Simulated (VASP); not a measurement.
# Settings for CNH: relaxation of the atoms

CNH, molecule in box, 3 atoms in the cell. PBE, relaxation of the atoms; PAW potentials C, N, H (PBE set). VASP 6.6.1.

Wanted: energy within 1 meV/atom; two shortest distances of each atom within 0.01 Å.

POSCAR:
```
HCN
1.0
   10.0000000000      0.0000000000      0.0000000000
    0.0000000000     12.0000000000      0.0000000000
    0.0000000000      0.0000000000     10.0000000000
C N H
1 1 1
Direct
    0.5063060000      0.4990020000      0.5022080000
    0.5206430000      0.5899350000      0.5290920000
    0.4761110000      0.4132630000      0.4780550000
```

The series start from Force threshold EDIFFG (eV/Å): -0.02; Electronic threshold EDIFF (eV): 1e-6; Relaxation method: conjugate gradient, POTIM 0.5; Mixing and least electronic steps: default. Each series keeps the choices made before it, and each single choice may use up half of a tolerance.

## Force threshold EDIFFG (eV/Å)

| Force threshold EDIFFG (eV/Å) | Energy less reference (meV/atom) | Two shortest distances of each atom, largest deviation (Å) | Time (s) |
|---|---|---|---|
| -0.1 | 0.0 | 0.000 | 18 |
| -0.05 | 0.0 | 0.000 | 18 |
| -0.03 | 0.0 | 0.000 | 19 |
| -0.02 | 0.0 | 0.000 | 19 |
| -0.01 | 0.0 | 0.000 | 21 |
| -0.005 (reference) | 0.0 | 0.000 | 22 |
| -0.002 | no result | no result | 141 |

Chosen: -0.1, the loosest value from which every tighter one stays within half of the tolerance (runs without a result left aside).

## Electronic threshold EDIFF (eV)

| Electronic threshold EDIFF (eV) | Energy less reference (meV/atom) | Two shortest distances of each atom, largest deviation (Å) | Time (s) |
|---|---|---|---|
| 0.001 | 0.0 | 0.001 | 9.5 |
| 0.0001 | 0.0 | 0.002 | 12 |
| 1e-5 | 0.0 | 0.001 | 14 |
| 1e-6 | 0.0 | 0.000 | 18 |
| 1e-7 (reference) | 0.0 | 0.000 | 24 |

Chosen: 0.001, the loosest value from which every tighter one stays within half of the tolerance.

## Relaxation method

| Relaxation method | Energy less reference (meV/atom) | Two shortest distances of each atom, largest deviation (Å) | Time (s) |
|---|---|---|---|
| conjugate gradient, POTIM 0.5 | 0.0 | 0.000 | 9.5 |
| conjugate gradient, POTIM 0.2 | 0.0 | 0.001 | 9.2 |
| conjugate gradient, POTIM 1.0 | 0.0 | 0.001 | 9.8 |
| quasi-Newton, POTIM 0.5 | -0.1 | 0.001 | 13 |
| quasi-Newton, POTIM 0.3, 10 steps kept | 0.0 | 0.001 | 7.5 |
| quasi-Newton, POTIM 0.5, at least 5 electronic steps | 0.0 | 0.000 | 14 |
| damped dynamics, POTIM 0.2, SMASS 0.4 | no result | no result | 56 |
| damped dynamics, POTIM 0.4, SMASS 0.8 | crashed | crashed | 55 |
| velocity quench, POTIM 0.1 | 6414.4 | 4.546 | 104 |

Chosen: quasi-Newton, POTIM 0.3, 10 steps kept; it saves 2.0 s of 9.5, so conjugate gradient, POTIM 0.5 would do nearly as well.

VASP's message at the runs that stop: internal error in: us.F  at line: 1398 internal ERROR SETYLM_AUG: 81 -34 2230 17 80 90 -35 If you are not a developer, you should not encounter this problem. Please submit a bug report.

## Mixing and least electronic steps

| Mixing and least electronic steps | Energy less reference (meV/atom) | Two shortest distances of each atom, largest deviation (Å) | SCF iterations | Time (s) |
|---|---|---|---|---|
| default | 0.0 | 0.000 | 39 | 7.5 |
| MAXMIX 40 | 0.0 | 0.000 | 43 | 8.8 |
| NELMIN 4 | 0.0 | 0.000 | 47 | 8.6 |
| NELMIN 4, MAXMIX 40 | 0.0 | 0.001 | 47 | 8.6 |
| ALGO Fast | 0.0 | 0.001 | 37 | 7.5 |

Chosen: default; no other choice that stays within half of the tolerance saves 30 % of the time.

## All choices together

| Input | Energy less reference (meV/atom) | Two shortest distances of each atom, largest deviation (Å) | Time (s) |
|---|---|---|---|
| program defaults (naive) | 0.1 | 0.002 | 11 |
| chosen settings | 0.0 | 0.001 | 7.5 |
| reference settings throughout | 0.0 | 0.000 | 26 |

The tolerance is met.

Values of the reference run: Two shortest distances of each atom: 1.075, 1.075, 1.162, 1.162, 2.238, 2.238 A.

## The input

INCAR:
```
SYSTEM = HCN
PREC = Normal
ENCUT = 400
EDIFF = 0.001
ISMEAR = 0
SIGMA = 0.01
ISYM = 0
LREAL = .False.
LASPH = .True.
NELM = 100
ALGO = Normal
LWAVE = .False.
LCHARG = .False.
IBRION = 1
NSW = 150
ISIF = 2
EDIFFG = -0.1
POTIM = 0.3
KPAR = 1
NFREE = 10
```

KPOINTS:
```
k-points
0
Gamma
  1 1 1
```

Commands:
```
cat potpaw_PBE.64/C/POTCAR potpaw_PBE.64/N/POTCAR potpaw_PBE.64/H/POTCAR > POTCAR
mpirun -np 4 vasp_gam > vasp.out
```

The naive input happens to agree within the tolerance here, in 11 s.

The chosen input took VASP 6.6.1 7.5 s on 4 cores (Intel Xeon 6975P-C (Granite Rapids)), a shared host.

## An input that fails: ionic step far too long

What the run shows: internal error in: us.F  at line: 1398 internal ERROR SETYLM_AUG: 59 -32 37 46 58 2 -33 If you are not a developer, you should not encounter this problem. Please submit a bug report.

Changes against the starting input:
```
- NELM = 100
- IBRION = 2
- NSW = 150
- POTIM = 0.5
+ NELM = 60
+ IBRION = 3
+ NSW = 30
+ POTIM = 5.0
+ SMASS = 0.4
```
